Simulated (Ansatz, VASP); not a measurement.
**Ti: VASP beside Ansatz**

File INCAR:

```
  ALGO = Normal
  EDIFF = 1E-6
  ENCUT = 520
  GGA = CA
  ISIF = 2
  ISMEAR = 1
  LASPH = T
  LCHARG = F
  LREAL = F
  LWAVE = F
  NBANDS = 19
  NELM = 60
  PREC = Accurate
  SIGMA = 0.3
```

File KPOINTS:

```
k-points
0
Gamma
  13 13 7
```

POSCAR

```
Ti
1.0
    2.8638698861      0.0000000000      0.0000000000
   -1.4319349430      2.4801840745      0.0000000000
    0.0000000000      0.0000000000      4.5399943151
Ti
2
Direct
    0.3333333333      0.6666666667      0.2500000000
    0.6666666667      0.3333333333      0.7500000000
```

Input for Ansatz:

```yaml
crystal:
  lattice:
    - [2.8638698861, 0.0, 0.0]
    - [-1.431934943, 2.4801840745, 0.0]
    - [0.0, 0.0, 4.5399943151]
  atoms:
    - { symbol: Ti, position: [0.3333333333, 0.6666666667, 0.25] }
    - { symbol: Ti, position: [0.6666666667, 0.3333333333, 0.75] }
hamiltonian:
  xc: lda
  pseudopotentials:
    kind: paw
    azcp:
      Ti: "pseudopotentials/Ti.paw.azcp"
basis:
  ecutwfc: 420
  fft_grid_basis: typed
kpoints:
  mp_grid: { grid: [13, 13, 7], shift: [0, 0, 0] }
magnetization:
  spin_polarized: false
scf:
  occupations: { method: cold, width: 0.3 }
  lower_state_search: "off"
output:
  stress: true
```

Alike in both runs: task single point; functional LDA; k mesh 13 × 13 × 7; no spin polarisation.

|  | VASP | Ansatz |
| --- | --- | --- |
| version | VASP 6.6.1 | Ansatz 0.2.0 |
| potentials or method | VASP PAW LDA potentials, release 64 (Ti_sv) | plane waves (420 eV) with PAW, scalar-relativistic |
| plane-wave cutoff (eV) | 520 | 420 |
| occupations | methfessel-paxton of order 1, width 0.3 eV | cold, width 0.3 eV |
| valence electrons in the cell | 24 | 24 |

Ansatz gave:

- pressure (GPa): -0.3
- largest component of the traceless stress (GPa): 0.26

Problem. Which values does VASP return?

Solution. Pressure (GPa): -0.3; largest component of the traceless stress (GPa): 0.03.

Ansatz warned: «pseudo_functional_mismatch».
